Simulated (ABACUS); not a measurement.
Crystal: Bi.

```
CELL_PARAMETERS angstrom
-1.98143 1.98143 1.98143
1.98143 -1.98143 1.98143
1.98143 1.98143 -1.98143
ATOMIC_POSITIONS crystal
Bi 0.00000 0.00000 0.00000
```

This isn't the form of Bi at room conditions, which is rhombohedral.

```yaml
Program: ABACUS 3.10.1
Task: relaxation of cell and atoms
Functional: BP86
Potentials_or_basis: SG15 ONCV 1.2 PBE
Cutoff: 898 eV
Density_cutoff: 3592 eV
Basis: plane waves
k_mesh: 7 × 7 × 7
Occupations: fermi-dirac, width 0.05 eV
Spin: no spin polarisation
```

At the start: pressure 2.4 GPa; volume 31.12 Å³/atom.

Problem. Where does the relaxation end?

Solution. Over 3 steps the energy falls by 9.8 meV/atom and the volume is 32.48 Å³/atom (+4.4 %); space group Im-3m (No. 229, to 0.05 Å).

Step by step:
```csv
step,energy change (eV),largest force (eV/Å),pressure (GPa),volume (Å³)
1,0.0000,0.0000,2.38,31.12
2,-0.0064,0.0000,-1.24,33.33
3,-0.0098,0.0000,-0.02,32.48
```

Final structure:
```
Bi
1.0
    -2.00994    2.00994    2.00994
     2.00994   -2.00994    2.00994
     2.00994    2.00994   -2.00994
Bi
1
Direct
  0.00000 0.00000 0.00000
```

Caveat: the potentials were made for another functional, which shifts forces and pressure.
